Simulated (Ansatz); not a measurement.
## Phases of Sn at 4.4 GPa

Structure types of Sn are relaxed in primitive cells with their symmetry kept at 4.4 GPa, on PAW files; LAPW relaxes the small cells further and takes the PAW cell for the others (marked *). The enthalpy is E + pV at zero temperature, without zero-point motion. Only the types listed were tried, and differences under about 5 meV/atom are mesh noise. Not among the end structures: fcc, diamond, which may lie lower.

All numbers are PBE results (scalar-relativistic) from Ansatz 0.2.0, with Fermi–Dirac smearing of 0.1 eV, no spin polarisation. Methods: LAPW: all electrons, basis error target 0.5 meV/atom; PAW: frozen-core files, cutoff 420 eV.

k meshes: bcc 15×15×15, hcp 13×13×7, dhcp 11×11×3, omega 7×7×10, beta tin 14×14×14.

Spin–orbit coupling is left out, which matters for the heavy atoms.

Q: Which type is lowest in enthalpy, and by how much?

A: dhcp, 3 meV/atom below beta tin, which is within the noise of the k meshes. The whole table:

```
start type             ends as           a, b, c (Å)  V (Å³/atom)  H − H(lowest), LAPW (meV/atom)  same, PAW
       bcc          bcc, Im-3m   3.710, 3.710, 3.710        25.53                            12.1       12.0
       hcp       hcp, P6_3/mmc   3.340, 3.340, 5.318        25.69                             5.9        5.8
     dhcp*      dhcp, P6_3/mmc  3.303, 3.303, 10.915        25.78                             0.0        0.0
     omega       omega, P6/mmm   5.276, 5.276, 3.205        25.76                            22.0       21.9
  beta tin  beta tin, I4_1/amd   5.789, 5.789, 3.142        26.33                             2.8        2.6
```
